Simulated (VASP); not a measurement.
A run of VASP 6.6.1 is set up as follows.

INCAR

```
SYSTEM = CoSi2
  ALGO = Normal
  EDIFF = 1E-7
  ENCUT = 520
  GGA = PE
  ISIF = 2
  ISMEAR = -1
  ISPIN = 2
  LASPH = .True.
  LCHARG = .False.
  LMAXMIX = 4
  LORBIT = 11
  LREAL = .False.
  LWAVE = .False.
  MAGMOM = 1.12 0 0
  NBANDS = 20
  NELM = 150
  NUPDOWN = 1.12
  PREC = Accurate
  SIGMA = 0.1
```

The input KPOINTS:

```
k-points
0
Gamma
  10 10 10
  0 0 0
```

POSCAR

```
CoSi2
1.0
    0.0000000000      2.6780000000      2.6780000000
    2.6780000000      0.0000000000      2.6780000000
    2.6780000000      2.6780000000      0.0000000000
Co Si
1 2
Direct
    0.0000000000      0.0000000000      0.0000000000
    0.2500000000      0.2500000000      0.2500000000
    0.7500000000      0.7500000000      0.7500000000
```

Potentials or basis: VASP PAW PBE potentials, release 64 (Co, Si).

Command:

```sh
$ cat potpaw_PBE.64/Co/POTCAR potpaw_PBE.64/Si/POTCAR > POTCAR
$ mpirun -np 1 vasp_std > vasp.out
```

Predict the pressure.

5.7 GPa.

Caveat: the total moment is fixed, so each spin has its own Fermi level.
